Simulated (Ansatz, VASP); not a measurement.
**Two plane-wave programs on GaAs**

```
Ga As
1.0
     0.00000    2.90114    2.90114
     2.90114    0.00000    2.90114
     2.90114    2.90114    0.00000
Ga As
1 1
Direct
  0.00000 0.00000 0.00000
  0.25000 0.25000 0.25000
```

Alike in both runs: task single point; functional PBE; k mesh 12 × 12 × 12; occupations gaussian, width 0.02 eV; no spin polarisation.

|  | VASP | Ansatz |
| --- | --- | --- |
| version | VASP 6.6.1 | Ansatz 0.2.0 |
| potentials or method | VASP PAW PBE potentials, release 64 (Ga_d, As) | scalar-relativistic, plane waves, PAW |
| plane-wave cutoff (eV) | 520 | 420 |
| valence electrons in the cell | 18 | 28 |

Ansatz gave:

```
gap on the k mesh at the Fermi level (eV) : none
pressure (GPa)                            : -1.6
```

Problem. Estimate VASP's values.

Solution. gap on the k mesh at the Fermi level (eV): none; pressure (GPa): -1.5.

A gap of «none» marks a metal or a gap that the smearing closes. With one functional, cell and mesh, what is left measures potentials, basis and numerics. The two sets of potentials don't hold the same shells in valence.
